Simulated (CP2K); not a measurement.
# Sn (Im-3m) in CP2K: settings compared

The runs below take Sn through single point, with PBE, LDA, BLYP+D3(BJ).

Everything below comes from runs of CP2K 2026.2. Logs are shortened: lines on timing, memory, paths and dates and some standing lists are left out, and cuts for length are marked.

## (1) Starting point

Symmetry: Im-3m, No. 229, cubic system. The conventional cell has a = 3.789 Å, b = 3.789 Å, c = 3.789 Å, α = 90.00°, β = 90.00°, γ = 90.00°. Around Sn (site symmetry m-3m) lie 8 Sn at 3.28 Å.

This isn't the form of Sn at room conditions, which is tetragonal (white tin).

## (2) Single point, PBE

sn_scf.inp

```
&GLOBAL
  PROJECT sn_scf
  RUN_TYPE ENERGY_FORCE
  PRINT_LEVEL LOW
&END GLOBAL
&FORCE_EVAL
  METHOD QS
  STRESS_TENSOR ANALYTICAL
  &DFT
    BASIS_SET_FILE_NAME BASIS_MOLOPT_UZH
    POTENTIAL_FILE_NAME POTENTIAL_UZH
    &MGRID
      CUTOFF 450
      REL_CUTOFF 60
      NGRIDS 5
    &END MGRID
    &QS
      METHOD GPW
      EPS_DEFAULT 1.0E-10
    &END QS
    &KPOINTS
      SCHEME MONKHORST-PACK 10 10 10
      GAMMA_CENTERED T
      SYMMETRY T
      SYMMETRY_BACKEND SPGLIB
    &END KPOINTS
    &SCF
      SCF_GUESS ATOMIC
      EPS_SCF 1.0E-6
      MAX_SCF 100
      ADDED_MOS 8
      CHOLESKY OFF
      EPS_EIGVAL 1.0E-7
      &DIAGONALIZATION ON
        ALGORITHM STANDARD
      &END DIAGONALIZATION
      &MIXING ON
        METHOD BROYDEN_MIXING
        ALPHA 0.4
        BETA 1.5
        NBUFFER 8
      &END MIXING
      &SMEAR ON
        METHOD GAUSSIAN
        SIGMA [eV] 0.1
      &END SMEAR
    &END SCF
    &XC
      &XC_FUNCTIONAL
        &GGA_X_PBE
        &END GGA_X_PBE
        &GGA_C_PBE
        &END GGA_C_PBE
      &END XC_FUNCTIONAL
    &END XC
    &PRINT
      &KPOINTS ON
      &END KPOINTS
      &MULLIKEN ON
      &END MULLIKEN
      &MO ON
        ENERGIES T
        OCCUPATION_NUMBERS T
        &EACH
          QS_SCF 0
        &END EACH
        ADD_LAST NUMERIC
      &END MO
      &E_DENSITY_CUBE ON
        STRIDE 1
      &END E_DENSITY_CUBE
      &V_HARTREE_CUBE ON
        STRIDE 1
      &END V_HARTREE_CUBE
      &ELF_CUBE ON
        STRIDE 1
      &END ELF_CUBE
    &END PRINT
  &END DFT
  &SUBSYS
    &CELL
      A 3.2816332135 0.0000000000 0.0000000000
      B -1.0938777378 3.0939534649 0.0000000000
      C -1.0938777378 -1.5469767324 2.6794422987
      PERIODIC XYZ
    &END CELL
    &COORD
      SCALED
      Sn  0.0000000000 0.0000000000 0.0000000000
    &END COORD
    &KIND Sn
      BASIS_SET TZVP-MOLOPT-PBE-GTH-q4
      POTENTIAL GTH-PBE-q4
    &END KIND
    &PRINT
      &ATOMIC_COORDINATES ON
      &END ATOMIC_COORDINATES
      &CELL ON
      &END CELL
      &SYMMETRY ON
      &END SYMMETRY
    &END PRINT
  &END SUBSYS
  &PRINT
    &FORCES ON
    &END FORCES
    &STRESS_TENSOR ON
    &END STRESS_TENSOR
  &END PRINT
&END FORCE_EVAL
```

Potentials or basis: POTENTIAL_UZH Sn GTH-PBE-q4; TZVP-MOLOPT-PBE-GTH basis.

Run with:

```bash
OMP_NUM_THREADS=1 cp2k.psmp -i sn_scf.inp -o sn_scf.out
```

sn_scf.out:

```text

 CP2K| version string:                                       CP2K version 2026.2
 CP2K| Input file name                                                sn_scf.inp

 GLOBAL| Force Environment number                                              1
 GLOBAL| Basis set file name                                    BASIS_MOLOPT_UZH
 GLOBAL| Potential file name                                       POTENTIAL_UZH
 GLOBAL| MM Potential file name                                     MM_POTENTIAL
 GLOBAL| Coordinate file name                                      __STD_INPUT__
 GLOBAL| Method name                                                        CP2K
 GLOBAL| Project name                                                     sn_scf
 GLOBAL| Run type                                                   ENERGY_FORCE
 GLOBAL| FFT library                                                       FFTW3
[... 6 lines left out ...]
 GLOBAL| Total number of message passing processes                             1
 GLOBAL| Number of threads for this process                                    1
 GLOBAL| CPU model name                                                  UNKNOWN

 CELL| Volume [angstrom^3]:                                            27.204968
 CELL| Vector a [angstrom]:       3.282     0.000     0.000   |a| =     3.281633
 CELL| Vector b [angstrom]:      -1.094     3.094     0.000   |b| =     3.281633
 CELL| Vector c [angstrom]:      -1.094    -1.547     2.679   |c| =     3.281633
 CELL| Angle (b,c), alpha [degree]:                                   109.471221
 CELL| Angle (a,c), beta  [degree]:                                   109.471221
 CELL| Angle (a,b), gamma [degree]:                                   109.471221
 CELL| Numerically orthorhombic:                                              NO
 CELL| Periodicity                                                           XYZ

 CELL_REF| Volume [angstrom^3]:                                        27.204968
 CELL_REF| Vector a [angstrom     3.282     0.000     0.000   |a| =     3.281633
 CELL_REF| Vector b [angstrom    -1.094     3.094     0.000   |b| =     3.281633
 CELL_REF| Vector c [angstrom    -1.094    -1.547     2.679   |c| =     3.281633
 CELL_REF| Angle (b,c), alpha [degree]:                               109.471221
 CELL_REF| Angle (a,c), beta  [degree]:                               109.471221
 CELL_REF| Angle (a,b), gamma [degree]:                               109.471221
 CELL_REF| Numerically orthorhombic:                                          NO
 CELL_REF| Periodicity                                                       XYZ
[... 9 lines left out ...]
 TOTAL NUMBERS AND MAXIMUM NUMBERS

  Total number of            - Atomic kinds:                                   1
                             - Atoms:                                          1
                             - Shell sets:                                     1
                             - Shells:                                         7
                             - Primitive Cartesian functions:                  4
                             - Cartesian basis functions:                     18
                             - Spherical basis functions:                     17

  Maximum angular momentum of- Orbital basis functions:                        2
                             - Local part of the GTH pseudopotential:          0
                             - Non-local part of the GTH pseudopotential:      4

 MODULE QUICKSTEP: ATOMIC COORDINATES IN ANGSTROM

   Atom Kind Element         X             Y             Z       Z(eff)     Mass
      1    1 Sn   50      0.000000      0.000000      0.000000   4.0000 118.7100

 Crystal Symmetry Information
       International Symbol:                                               Im-3m
       Point Group Symbol:                                                  m-3m
       Schoenflies Symbol:                                                  Oh^9
       Number of Symmetry Operations:                                         48

 SCF PARAMETERS         Density guess:                                    ATOMIC
[... 9 lines left out ...]
                        --------------------------------------------------------
                        level_shift [a.u.]:                             0.000000
                        added MOs                                         8    0
                        --------------------------------------------------------
                        Mixing method:                            BROYDEN_MIXING
                                                charge density mixing in g-space
                        --------------------------------------------------------
[... 16 lines left out ...]
 BRILLOUIN| Wavefunction type                                            COMPLEX
 BRILLOUIN| List of Kpoints [2 Pi/Bohr]                                       47
 BRILLOUIN| Number           Weight            X              Y              Z
 BRILLOUIN|     1           0.00800       -0.40000       -0.40000       -0.40000
 BRILLOUIN|     2           0.02400       -0.40000       -0.40000       -0.30000
 BRILLOUIN|     3           0.02400       -0.40000       -0.40000       -0.20000
 BRILLOUIN|     4           0.01200       -0.40000       -0.40000       -0.10000
 BRILLOUIN|     5           0.02400       -0.40000       -0.40000        0.30000
 BRILLOUIN|     6           0.00600       -0.40000       -0.40000        0.40000
[... 32 lines left out ...]
 BRILLOUIN|    39           0.01200       -0.20000        0.00000        0.00000
 BRILLOUIN|    40           0.02400       -0.20000        0.00000        0.10000
 [... further k-points ...]
 *******************************************************************************

 Extrapolation method: initial_guess

 Number of electrons:                                                          4
 Number of occupied orbitals:                                                  2
 Number of molecular orbitals:                                                10

 Number of orbital functions:                                                 17
 Number of independent orbital functions:                                     17

 SCF WAVEFUNCTION OPTIMIZATION

  Step     Update method      Time    Convergence         Total energy    Change
  ------------------------------------------------------------------------------
     1 NoMix/Diag. 0.40E+00    1.5     0.26495854        -3.5479768842 -3.55E+00
     2 Broy./Diag. 0.40E+00    1.2     0.00317865        -3.5559620062 -7.99E-03
     3 Broy./Diag. 0.40E+00    1.2     0.01344577        -3.4993147479  5.66E-02
     4 Broy./Diag. 0.40E+00    1.2     0.00202872        -3.4895632405  9.75E-03
     5 Broy./Diag. 0.40E+00    1.3     0.00057795        -3.4875834178  1.98E-03
     6 Broy./Diag. 0.40E+00    1.2     0.00023824        -3.4875117477  7.17E-05
     7 Broy./Diag. 0.40E+00    1.3     0.00001085        -3.4874990942  1.27E-05
     8 Broy./Diag. 0.40E+00    1.2     0.00002297        -3.4875176336 -1.85E-05
     9 Broy./Diag. 0.40E+00    1.2     0.00000288        -3.4875213425 -3.71E-06
    10 Broy./Diag. 0.40E+00    1.2     0.00000364        -3.4875225714 -1.23E-06
    11 Broy./Diag. 0.40E+00    1.2     0.00000003        -3.4875226484 -7.70E-08

  *** SCF run converged in    11 steps ***

  Electronic density on regular grids:         -4.0000000000        0.0000000000
  Core density on regular grids:                3.9999999982       -0.0000000018
  Total charge density on r-space grids:       -0.0000000018
  Total charge density g-space grids:          -0.0000000018

  Overlap energy of the core charge distribution:               0.00000000000437
  Self energy of the core charge distribution:                 -7.46035812955674
  Core Hamiltonian energy:                                      1.55781645210862
  Hartree energy:                                               3.44372456104143
  Exchange-correlation energy:                                 -1.02854437781828
  Smearing free energy correction:                             -0.00016115418833
  Fermi energy:                                                 0.19203086442148

  Total energy:                                                -3.48752264840970
  Total energy (extrapolated to sigma->0):                     -3.48744207131554

 MO| EIGENVALUES AND OCCUPATION NUMBERS FOR K POINT 1
 MO|
 MO|  Index      Eigenvalue [a.u.]        Eigenvalue [eV]             Occupation
 MO|      1               0.018315               0.498381               2.000000
 MO|      2               0.117553               3.198782               2.000000
 MO|      3               0.117553               3.198783               2.000000
 MO|      4               0.353030               9.606430               0.000000
 MO|      5               0.539238              14.673422               0.000000
 MO|      6               0.539238              14.673423               0.000000
 MO|      7               0.690234              18.782232               0.000000
 MO|      8               1.045532              28.450378               0.000000
 MO|      9               1.045532              28.450384               0.000000
 MO|     10               1.304139              35.487434               0.000000
 MO| Sum:                                                               6.000000
 MO| E(Fermi):            0.192031 a.u.          5.225426 eV
 MO| Band gap:            0.000000 a.u.          0.000001 eV
[... 205 lines left out ...]
 MO|
 MO|  Index      Eigenvalue [a.u.]        Eigenvalue [eV]             Occupation
 MO|      1              -0.066184              -1.800971               2.000000
 MO|      2               0.171165               4.657635               2.000000
 MO|      3               0.217582               5.920700               0.000000
 MO|      4               0.328746               8.945644               0.000000
 MO|      5               0.489330              13.315333               0.000000
 MO|      6               0.675263              18.374833               0.000000
 MO|      7               0.742335              20.199971               0.000000
 MO|      8               0.884111              24.057897               0.000000
 MO|      9               0.983434              26.760603               0.000000
 MO|     10               1.196686              32.563475               0.000000
 MO| Sum:                                                               4.000000
 MO| E(Fermi):            0.192031 a.u.          5.225426 eV

 [... the levels of further k-points ...]

 The electron density is written in Cube    file format to the file:

 sn_scf-ELECTRON_DENSITY-1_0.cube

 !-----------------------------------------------------------------------------!
                     Mulliken Population Analysis

 #  Atom  Element  Kind  Atomic population                           Net charge
       1     Sn       1          4.000000                              0.000000
 # Total charge                              4.000000                  0.000000

 !-----------------------------------------------------------------------------!

               ----- ELF is computed on the real space grid -----

 ELF is written in Cube    file format to the file:

 sn_scf-ELF_S1-1_0.cube

 ENERGY| Total FORCE_EVAL ( QS ) energy [hartree]             -3.487522718150376

 FORCES| Atomic forces [hartree/bohr]
 FORCES|   Atom     x               y               z               |f|
 FORCES|      1 -7.40137806E-15 -9.71161584E-15 -1.09407511E-15   1.22593997E-14
 FORCES| Sum    -7.40137806E-15 -9.71161584E-15 -1.09407511E-15
 FORCES| Total atomic force                                       1.22593997E-14

 STRESS| Analytical stress tensor [bar]
 STRESS|                        x                   y                   z
 STRESS|      x        1.82257793540E+04  -7.48620034824E-03  -3.01449836696E-03
 STRESS|      y       -7.48620034824E-03   1.82257700815E+04  -3.03028780242E-03
 STRESS|      z       -3.01449836696E-03  -3.03028780242E-03   1.82257713759E+04
 STRESS| 1/3 Trace                                             1.82257736038E+04
 STRESS| Determinant                                           6.05421603231E+12

 STRESS| Eigenvectors and eigenvalues of the analytical stress tensor [bar]
 STRESS|                        1                   2                   3
 STRESS| Eigenvalues   1.82257636903E+04   1.82257734790E+04   1.82257836421E+04
 STRESS|      x           0.452204667912     -0.143104754879      0.880358999187
 STRESS|      y           0.754900812044     -0.464266173299     -0.463229623735
 STRESS|      z           0.475011265440      0.874058321544     -0.101913435054
```

It took 19 s on 1 thread of Arm Neoverse V1, shared host; peak memory 0.22 GiB.

What came out:

- Free energy: -94.9003 eV
- Pressure: 1.8 GPa
- Band gap on the k mesh: none (metal or under the smearing width)

Caveat: the basis of atomic orbitals isn't converged, which shifts pressures, moduli and gaps.

[end of part 1 of 3]
